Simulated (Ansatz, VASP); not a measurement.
**Two plane-wave programs on AlNi**

```
Al Ni
1.0
     2.86320    0.00000    0.00000
     0.00000    2.86320    0.00000
     0.00000    0.00000    2.86320
Al Ni
1 1
Direct
  0.00000 0.00000 0.00000
  0.50000 0.50000 0.50000
```

Alike in both runs: functional r2SCAN; k mesh 14 × 14 × 14; occupations fermi-dirac, width 0.05 eV; no spin polarisation.

Ansatz relaxed the structure, and its values are those at the end. VASP's run is a single point on that final structure, the one shown.

|  | VASP | Ansatz |
| --- | --- | --- |
| version | VASP 6.6.1 | Ansatz 0.2.0 |
| potentials or method | VASP PAW PBE potentials, release 64 (Al, Ni) | PAW with Ansatz's default frozen-core files, scalar-relativistic |
| plane-wave cutoff (eV) | 520 | 500 |
| valence electrons in the cell | 13 | 21 |

|  | VASP | Ansatz | Ansatz less VASP |
| --- | --- | --- | --- |
| pressure (GPa) | -0.2 | 0.0 | +0.20 |

The two sets of potentials don't hold the same shells in valence.

Caveats: the PAW data sets were made with another functional, which shifts forces and pressure a little (VASP). Spin polarisation is off, so any magnetic state and its effect on volume and gap are missing.
